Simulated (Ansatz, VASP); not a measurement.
# One calculation of BiH3, two programs

File INCAR:

```
SYSTEM = BiH3
ALGO = Normal ; EDIFF = 1E-7
EDIFFG = -0.04 ; ENCUT = 600
GGA = PE ; IBRION = 2
ISIF = 3 ; ISMEAR = 0
LASPH = .TRUE. ; LCHARG = .FALSE.
LREAL = .FALSE. ; LWAVE = .FALSE.
NELM = 100 ; NSW = 90
PREC = Accurate ; SIGMA = 0.1
```

File KPOINTS:

```
k-points
0
G
  4 4 4
  0 0 0
```

POSCAR

```
BiH3
1.0
    4.5103947400      0.0000000000      0.0000000000
    0.0000000000      4.5103947400      0.0000000000
    0.0000000000      0.0000000000      4.5103947400
Bi H
2 6
Direct
    0.0000000000      0.0000000000      0.0000000000
    0.5000000000      0.5000000000      0.5000000000
    0.2500000000      0.0000000000      0.5000000000
    0.5000000000      0.7500000000      0.0000000000
    0.7500000000      0.0000000000      0.5000000000
    0.5000000000      0.2500000000      0.0000000000
    0.0000000000      0.5000000000      0.7500000000
    0.0000000000      0.5000000000      0.2500000000
```

Input for Ansatz:

```yaml
crystal:
  lattice:
    - [4.51039474, 0.0, 0.0]
    - [0.0, 4.51039474, 0.0]
    - [0.0, 0.0, 4.51039474]
  atoms:
    - { symbol: Bi, position: [0.0, 0.0, 0.0] }
    - { symbol: Bi, position: [0.5, 0.5, 0.5] }
    - { symbol: H, position: [0.25, 0.0, 0.5] }
    - { symbol: H, position: [0.5, 0.75, 0.0] }
    - { symbol: H, position: [0.75, 0.0, 0.5] }
    - { symbol: H, position: [0.5, 0.25, 0.0] }
    - { symbol: H, position: [0.0, 0.5, 0.75] }
    - { symbol: H, position: [0.0, 0.5, 0.25] }
basis:
  ecutwfc: 420
kpoints:
  mp_grid: { grid: [4, 4, 4] }
hamiltonian:
  xc: pbe
scf:
  occupations: { method: gaussian, width: 0.1 }
  lower_state_search: "off"
output:
  forces: true
  stress: true
  eigenvalues: true
relax:
  adjacent_minimum: "off"
  f_tol: 0.04
  max_steps: 70
  cell: { stress_tol: 0.4 }
```

Change from the starting cell: species swapped into the SiMo3 type (Pm-3n, No. 223).

Alike in both runs: task relaxation of cell and atoms; functional PBE; k mesh 4 × 4 × 4; occupations gaussian, width 0.1 eV; no spin polarisation.

|  | VASP | Ansatz |
| --- | --- | --- |
| version | VASP 6.6.1 | Ansatz 0.2.0 |
| potentials or method | VASP PAW PBE potentials, release 64 (Bi_d, H) | scalar-relativistic, plane waves, PAW |
| plane-wave cutoff (eV) | 600 | 420 |
| valence electrons in the cell | 36 | 36 |

VASP gave:

```
gap on the k mesh at the Fermi level, each at its own relaxed structure (eV) : none
relaxed volume (Å³/atom)                                                     : 10.00
relaxed cell length with the largest relative difference (Å)                 : 4.309
energy change over the relaxation (meV/atom)                                 : -43
```

Task: What did Ansatz give for the same quantities?

Result: gap on the k mesh at the Fermi level, each at its own relaxed structure (eV): none; relaxed volume (Å³/atom): 10.00; relaxed cell length with the largest relative difference (Å): 4.308; energy change over the relaxation (meV/atom): -43.

A gap of «none» marks a metal or a gap that the smearing closes.

Caveats: spin-orbit coupling is left out, which moves the levels of the heavy elements.
